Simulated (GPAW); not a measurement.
ZnS: band structure with LDA

**Measured values to compare with.**

From “Electronic, vibrational, and thermodynamic properties of ZnS (zincblende and rocksalt structure)”, 2009, arxiv:0911.5022, for a bulk crystal of ZnS at 19 K: band gap 3.85 eV (direct).

The system is ZnS.

```xyz
2
Lattice="0.0000 2.7020 2.7020 2.7020 0.0000 2.7020 2.7020 2.7020 0.0000" Properties=species:S:1:pos:R:3 pbc="T T T"
Zn    1.3510    1.3510    1.3510
S     0.0000    0.0000    0.0000
```

```
Program             : GPAW 26.7.0
Task                : band structure
Functional          : LDA
Potentials or basis : JTH PAW 2.0, LDA
Cutoff              : 600 eV
Basis               : pw
k mesh              : 7 × 7 × 7
Occupations         : fermi-dirac, width 0.05 eV
Spin                : no spin polarisation
Maxiter             : 150
Band path           : GXWKGLUWLK,UX
Band points         : 60
Data set            : S jth, Zn jth
```

| Property | Result |
| --- | --- |
| Pressure | -5.1 GPa |
| Band gap on the k mesh | 1.85 eV, direct |
| Band gap along the path | 1.85 eV, direct |

Levels at the corners of the path, in eV from the valence-band top:
```
point  band 7  band 8  band 9  band 10  band 11  band 12
    Γ    0.00    0.00    0.00     1.85     6.22     6.22
    X   -4.66   -2.25   -2.25     3.19     3.89    10.70
    W   -4.68   -2.80   -2.77     5.53     5.89     7.66
    K   -4.71   -3.18   -1.83     3.93     5.80     9.15
    Γ    0.00    0.00    0.00     1.85     6.22     6.22
    L   -5.38   -0.88   -0.88     3.09     6.76     6.76
    U   -4.71   -3.18   -1.83     3.93     5.80     9.15
    W   -4.68   -2.80   -2.77     5.53     5.89     7.66
    L   -5.38   -0.88   -0.88     3.09     6.76     6.76
    K   -4.71   -3.18   -1.83     3.93     5.80     9.15
    U   -4.71   -3.18   -1.83     3.93     5.80     9.15
    X   -4.66   -2.25   -2.25     3.19     3.89    10.70
```

Wall time 34 s on 1 thread of Intel(R) Xeon(R) Platinum 8488C (Sapphire Rapids), with other jobs on the host, peak memory 0.22 GiB.

Against the measured gap of ZnS, 3.85 eV (direct; 19 K; quoted in “Electronic, vibrational, and thermodynamic properties of ZnS (zincblende and rocksalt structure)”, 2009, arxiv:0911.5022), the calculated 1.85 eV is off by -2.00 eV. So large a miss can be the level of theory's own, or it may mean another phase, state or a wrong row. The value is that of LDA, without temperature or zero-point motion. Semilocal functionals fall short of measured gaps as a rule.

Caveat: the program truncates these outside data sets.
